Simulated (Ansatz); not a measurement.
**Gallium, fcc under RPBE: ground state and equation of state, part 1 of 2**

Aim: take gallium in the fcc structure, relax it, solve it on a dense k-mesh, then scale the cell to 7 volumes from 88 to 112 % of the relaxed one and try a fit of the equation of state. Spin polarisation is left out. The k-meshes are 13×13×13 for the relaxation; 21×21×21 for the dense run; 14×14×14 for the volumes.

Method: DFT RPBE, plane waves (420 eV) with PAW, scalar-relativistic; PAW files made under PBE, frozen cores solved again for the functional, in Ansatz 0.2.0.

### 1 The structure to begin with

The structure is cubic, space group Fm-3m (No. 225). The conventional cell has a = 4.280 Å, b = 4.280 Å, c = 4.280 Å, α = 90.00°, β = 90.00°, γ = 90.00°. Around Ga (site symmetry m-3m) lie 12 Ga at 3.03 Å.

As a file:

```
CELL_PARAMETERS angstrom
0.00000 2.13979 2.13979
2.13979 0.00000 2.13979
2.13979 2.13979 0.00000
ATOMIC_POSITIONS crystal
Ga 0.00000 0.00000 0.00000
```

### 2 Geometry optimisation

Input file input.yaml:

```yaml
crystal:
  lattice:
    - [0.0, 2.1397919757, 2.1397919757]
    - [2.1397919757, 0.0, 2.1397919757]
    - [2.1397919757, 2.1397919757, 0.0]
  atoms:
    - { symbol: Ga, position: [0.0, 0.0, 0.0] }
hamiltonian:
  xc: rpbe
  pseudopotentials:
    kind: paw
    azcp:
      Ga: "pseudopotentials/Ga.paw.azcp"
basis:
  ecutwfc: 420
  fft_grid_basis: typed
kpoints:
  mp_grid: { grid: [13, 13, 13], shift: [0, 0, 0] }
magnetization:
  spin_polarized: false
scf:
  occupations: { method: fermi_dirac, width: 0.1 }
relax:
  max_steps: 60
  f_tol: 0.01
  cell: {}
```

Log, cut to the lines that bear on the results:

```text
Warning: RAYON_NUM_THREADS=2 ignored (pool sized by the plan → 2); use --threads N
[...]
Pseudopotentials: kind: paw
Pseudopotential: Ga, paw, valence charge 13, recommended cutoff 420 eV (normal), <dir>
Functional definition: RPBE
[...]
Crystal: 1 atoms, lattice volume = 19.595 Å³
Basis set: ecut = 420 eV, 387 PW (Γ), exchange–correlation on 48×48×48 points (8 copies of the dense FFT grid, shifted against one another)
Bands: 11, of which v1, the nominal top of the filled ones, is band 7 counted from 1 (6 counted from 0)
Symmetry: 48 space group operations
Space group: Fm-3m (ITA 225), of the structure as read, at distance tolerance 2.7e-5 Å
k-points: 84 of 2197
[...]
SCF iter   1: F=—  HF=-3788.590818 eV  |F-HF|=—  |Δ(HF+E_count)|=         —  Δρ=4.78e-3  dr2=1.47e-3  ethr=1.77e-3  ⟨swp⟩=5.0  Hψ=5457  notcnv=0
[...]
relax step   1: F+E_penalty+E_count = -3788.59030209 eV  Δ(F+E_penalty+E_count) = +0.000e0 eV  max|allowed force component| = 0.000e0 eV/Å  Δτ_max = 0.0000 Å  P = +0.232 GPa  Ω = 19.595 Å³  (6 SCF iters, dr2 threshold 1.00e-7 eV, accepted)
[...]
relax step   2: F+E_penalty+E_count = -3788.59034651 eV  Δ(F+E_penalty+E_count) = -4.442e-5 eV  max|allowed force component| = 0.000e0 eV/Å  Δτ_max = 0.0000 Å  P = +0.029 GPa  Ω = 19.684 Å³  energy of the carried Pulay correction = -2.804e-5 eV  (3 SCF iters, dr2 threshold 1.00e-7 eV, accepted)
[...]
relax step   3: F+E_penalty+E_count = -3788.59038061 eV  Δ(F+E_penalty+E_count) = -3.410e-5 eV  max|allowed force component| = 0.000e0 eV/Å  Δτ_max = 0.0000 Å  P = +0.027 GPa  Ω = 19.684 Å³  stress off target by 2.68e-2 GPa  SCF on the basis re-selected at this cell (its energy is not [...]
SCF converged after 5 iterations
Free energy (F): -3788.590381 eV
[...]
E sigma→0 (E₀):  -3788.584198 eV
Entropy (-TS):   -0.012366 eV (-12.366 meV/atom)
Fermi energy:    9.354084 eV
[...]
--- Forces (eV/Å), atoms counted from 1 ---
  atom   1  Ga    -0.00000000     0.00000000     0.00000000
[...]
--- Stress (GPa, compression-positive) ---
        0.026776      -0.000000       0.000000
       -0.000000       0.026776       0.000000
        0.000000       0.000000       0.026776
  P = ⅓ Tr σ = 0.0268 GPa (0.268 kbar)
--- Relaxed structure (2 steps of the walk, 2 accepted, 1 SCFs on fresh bases) ---
  F+E_penalty+E_count = -3788.59038061 eV   max|allowed force component| = 0.000e0 eV/Å   (the final SCF, on the basis selected at the relaxed cell)
  cell:  # Å, volume = 19.6845 Å³
    - [6.114446439474708e-34, 2.143045314269318, 2.143045314269318]
    - [2.143045314269318, 0.0, 2.143045314269318]
    - [2.143045314269318, 2.143045314269318, -3.0572232197373535e-34]
  atoms:
    - { symbol: Ga, position: [0.0, 0.0, 0.0] }
```

It took 2.8 s on 2 threads of an x86-64 CPU, shared host; peak memory 0.36 GiB.

The steps of the relaxation:

```csv
step,energy change (meV/atom),largest force (eV/Å),pressure (GPa),volume (Å³/atom)
1,0.00,0.0000,0.23,19.595
2,-0.04,0.0000,0.03,19.684
3,-0.08,0.0000,0.03,19.684
```

Steps that repeat a cell are solved on a basis chosen anew, so their changes of energy are no gain of the relaxation.

The cell of the run, before and after:

|  | before | after | change |
| --- | --- | --- | --- |
| a (Å) | 3.026 | 3.031 | +0.2 % |
| b (Å) | 3.026 | 3.031 | +0.2 % |
| c (Å) | 3.026 | 3.031 | +0.2 % |
| volume (Å³/atom) | 19.595 | 19.684 | +0.5 % |
| shortest distance (Å) | 3.026 | 3.031 | +0.2 % |
| space group (spins left aside) | Fm-3m | Fm-3m | same |

### 3 Single point on a dense mesh

Input file input.yaml:

```yaml
crystal:
  lattice:
    - [0.0, 2.1430453143, 2.1430453143]
    - [2.1430453143, 0.0, 2.1430453143]
    - [2.1430453143, 2.1430453143, 0.0]
  atoms:
    - { symbol: Ga, position: [0.0, 0.0, 0.0] }
hamiltonian:
  xc: rpbe
  pseudopotentials:
    kind: paw
    azcp:
      Ga: "pseudopotentials/Ga.paw.azcp"
basis:
  ecutwfc: 420
  fft_grid_basis: typed
kpoints:
  mp_grid: { grid: [21, 21, 21], shift: [0, 0, 0] }
magnetization:
  spin_polarized: false
scf:
  occupations: { method: fermi_dirac, width: 0.1 }
```

Log, cut to the lines that bear on the results:

```text
Warning: RAYON_NUM_THREADS=2 ignored (pool sized by the plan → 2); use --threads N
[...]
[... 3 set-up lines as earlier in the session ...]
[...]
Crystal: 1 atoms, lattice volume = 19.684 Å³
Basis set: ecut = 420 eV, 387 PW (Γ)
Bands: 11, of which v1, the nominal top of the filled ones, is band 7 counted from 1 (6 counted from 0)
[... 2 set-up lines as earlier in the session ...]
k-points: 286 of 9261
[...]
SCF iter   1: F=—  HF=-3788.592274 eV  |F-HF|=—  |Δ(HF+E_count)|=         —  Δρ=4.95e-3  dr2=1.57e-3  ethr=1.77e-3  ⟨swp⟩=5.0  Hψ=18663  notcnv=0
[...]
SCF iter   6: F=-3788.591760 eV  HF=-3788.591760 eV  |F-HF|=1.87e-10  |Δ(HF+E_count)|=   4.83e-9  Δρ=8.97e-7  dr2=1.14e-10  ethr=4.46e-11  ⟨swp⟩=1.0  Hψ=9217  notcnv=0
[...]
SCF converged after 6 iterations
Free energy (F): -3788.591760 eV
[...]
E sigma→0 (E₀):  -3788.584926 eV
Entropy (-TS):   -0.013667 eV (-13.667 meV/atom)
Fermi energy:    9.335768 eV
[...]
```

Wall time 2.3 s (2 threads of an x86-64 CPU, shared host); peak memory 0.38 GiB.

### 4 At 88 % of the relaxed volume

Input file input.yaml:

```yaml
crystal:
  lattice:
    - [0.0, 2.0536459747, 2.0536459747]
    - [2.0536459747, 0.0, 2.0536459747]
    - [2.0536459747, 2.0536459747, 0.0]
  atoms:
    - { symbol: Ga, position: [0.0, 0.0, 0.0] }
hamiltonian:
  xc: rpbe
  pseudopotentials:
    kind: paw
    azcp:
      Ga: "pseudopotentials/Ga.paw.azcp"
basis:
  ecutwfc: 420
  fft_grid_basis: typed
kpoints:
  mp_grid: { grid: [14, 14, 14], shift: [0, 0, 0] }
magnetization:
  spin_polarized: false
scf:
  occupations: { method: fermi_dirac, width: 0.1 }
  lower_state_search: "off"
output:
  stress: true
```

Log, cut to the lines that bear on the results:

```text
Warning: RAYON_NUM_THREADS=2 ignored (pool sized by the plan → 2); use --threads N
[...]
[... 3 set-up lines as earlier in the session ...]
[...]
Crystal: 1 atoms, lattice volume = 17.322 Å³
Basis set: ecut = 420 eV, 331 PW (Γ)
Bands: 11, of which v1, the nominal top of the filled ones, is band 7 counted from 1 (6 counted from 0)
[... 1 set-up line as earlier in the session ...]
Space group: Fm-3m (ITA 225), of the structure as read, at distance tolerance 2.6e-5 Å
k-points: 104 of 2744
[...]
SCF iter   1: F=—  HF=-3788.543898 eV  |F-HF|=—  |Δ(HF+E_count)|=         —  Δρ=4.35e-3  dr2=1.12e-3  ethr=1.77e-3  ⟨swp⟩=5.0  Hψ=6838  notcnv=0
[...]
SCF iter   6: F=-3788.543372 eV  HF=-3788.543372 eV  |F-HF|=1.50e-11  |Δ(HF+E_count)|=  5.98e-10  Δρ=1.20e-6  dr2=2.10e-10  ethr=1.58e-10  ⟨swp⟩=2.0  Hψ=3679  notcnv=0
[...]
SCF converged after 6 iterations
Free energy (F): -3788.543372 eV
[...]
E sigma→0 (E₀):  -3788.537996 eV
Entropy (-TS):   -0.010752 eV (-10.752 meV/atom)
Fermi energy:    11.155166 eV
[...]
--- Stress (GPa, compression-positive) ---
        7.461888      -0.000000      -0.000000
       -0.000000       7.461888      -0.000000
       -0.000000       0.000000       7.461888
  P = ⅓ Tr σ = 7.4619 GPa (74.619 kbar)
```

Run time: 1 s. Hardware: 2 threads of an x86-64 CPU, shared host; peak memory 0.34 GiB.

### 5 At 92 % of the relaxed volume

Changes to input.yaml since step 4:

```diff
@@ -2,5 +2,5 @@
   lattice:
-    - [0.0, 2.0536459747, 2.0536459747]
-    - [2.0536459747, 0.0, 2.0536459747]
-    - [2.0536459747, 2.0536459747, 0.0]
+    - [0.0, 2.0843019267, 2.0843019267]
+    - [2.0843019267, 0.0, 2.0843019267]
+    - [2.0843019267, 2.0843019267, 0.0]
   atoms:
```

Log, cut to the lines that bear on the results:

```text
Warning: RAYON_NUM_THREADS=2 ignored (pool sized by the plan → 2); use --threads N
[...]
[... 3 set-up lines as earlier in the session ...]
[...]
Crystal: 1 atoms, lattice volume = 18.110 Å³
Basis set: ecut = 420 eV, 339 PW (Γ)
Bands: 11, of which v1, the nominal top of the filled ones, is band 7 counted from 1 (6 counted from 0)
[... 2 set-up lines as earlier in the session ...]
k-points: 104 of 2744
[...]
SCF iter   1: F=—  HF=-3788.572477 eV  |F-HF|=—  |Δ(HF+E_count)|=         —  Δρ=4.77e-3  dr2=1.36e-3  ethr=1.77e-3  ⟨swp⟩=5.0  Hψ=6864  notcnv=0
[...]
SCF iter   6: F=-3788.571956 eV  HF=-3788.571956 eV  |F-HF|=1.93e-9  |Δ(HF+E_count)|=   3.07e-9  Δρ=1.08e-5  dr2=7.71e-9  ethr=7.69e-10  ⟨swp⟩=4.1  Hψ=3572  notcnv=0
[...]
SCF converged after 6 iterations
Free energy (F): -3788.571956 eV
[...]
E sigma→0 (E₀):  -3788.566153 eV
Entropy (-TS):   -0.011605 eV (-11.605 meV/atom)
Fermi energy:    10.503031 eV
[...]
--- Stress (GPa, compression-positive) ---
        4.295876      -0.000000       0.000000
       -0.000000       4.295876       0.000000
        0.000000       0.000000       4.295876
  P = ⅓ Tr σ = 4.2959 GPa (42.959 kbar)
```

Wall time 1.2 s (2 threads of an x86-64 CPU, shared host); peak memory 0.33 GiB.

(Continued in part 2 of 2.)
